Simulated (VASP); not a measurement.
Wanted: the native input for a VASP 6.6.1 run.

| Property | Result |
| --- | --- |
| Task | band structure |
| Functional | LDA |
| Potentials or basis | VASP PAW LDA potentials, release 64 (Li_sv, H) |
| Cutoff | 520 eV |
| k mesh | 12 × 12 × 12 |
| Occupations | gaussian, width 0.02 eV |
| Spin | no spin polarisation |
| Ladder | free |
| Further INCAR settings | ALGO = Normal; EDIFF = 1e-07; NBANDS = 9 |

The structure of LiH lies in POSCAR:

```
LiH
1.0
    0.0000000000      2.0367500000      2.0367500000
    2.0367500000      0.0000000000      2.0367500000
    2.0367500000      2.0367500000      0.0000000000
Li H
1 1
Direct
    0.0000000000      0.0000000000      0.0000000000
    0.5000000000      0.5000000000      0.5000000000
```

The input as run:

INCAR

```
SYSTEM = LiH
PREC = Accurate
ENCUT = 520
EDIFF = 1E-7
ISMEAR = 0
SIGMA = 0.02
LREAL = .FALSE.
LASPH = .TRUE.
NELM = 60
ALGO = Normal
ISIF = 2
LWAVE = .FALSE.
LCHARG = .FALSE.
NBANDS = 9
```

KPOINTS

```
regular mesh
0
G
  12 12 12
  0 0 0
```

KPOINTS_OPT

```
path GXWKGLUWLK,UX
20
line-mode
reciprocal
 0.0000000000  0.0000000000  0.0000000000  G
 0.5000000000  0.0000000000  0.5000000000  X

 0.5000000000  0.0000000000  0.5000000000  X
 0.5000000000  0.2500000000  0.7500000000  W

 0.5000000000  0.2500000000  0.7500000000  W
 0.3750000000  0.3750000000  0.7500000000  K

 0.3750000000  0.3750000000  0.7500000000  K
 0.0000000000  0.0000000000  0.0000000000  G

 0.0000000000  0.0000000000  0.0000000000  G
 0.5000000000  0.5000000000  0.5000000000  L

 0.5000000000  0.5000000000  0.5000000000  L
 0.6250000000  0.2500000000  0.6250000000  U

 0.6250000000  0.2500000000  0.6250000000  U
 0.5000000000  0.2500000000  0.7500000000  W

 0.5000000000  0.2500000000  0.7500000000  W
 0.5000000000  0.5000000000  0.5000000000  L

 0.5000000000  0.5000000000  0.5000000000  L
 0.3750000000  0.3750000000  0.7500000000  K

 0.6250000000  0.2500000000  0.6250000000  U
 0.5000000000  0.0000000000  0.5000000000  X
```

Potentials or basis: VASP PAW LDA potentials, release 64 (Li_sv, H).

Command:

```bash
$ cat potpaw_LDA.64/Li_sv/POTCAR potpaw_LDA.64/H/POTCAR > POTCAR
$ mpirun -np 1 vasp_std > vasp.out
```

It gave:

```json
{
 "Band gap on the k mesh": "2.65 eV, direct",
 "Band gap along the path": "2.65 eV, direct"
}
```

It took 10 s on 1 thread of Intel(R) Xeon(R) Platinum 8488C (Sapphire Rapids), with other jobs on the host, peak memory 0.13 GiB.
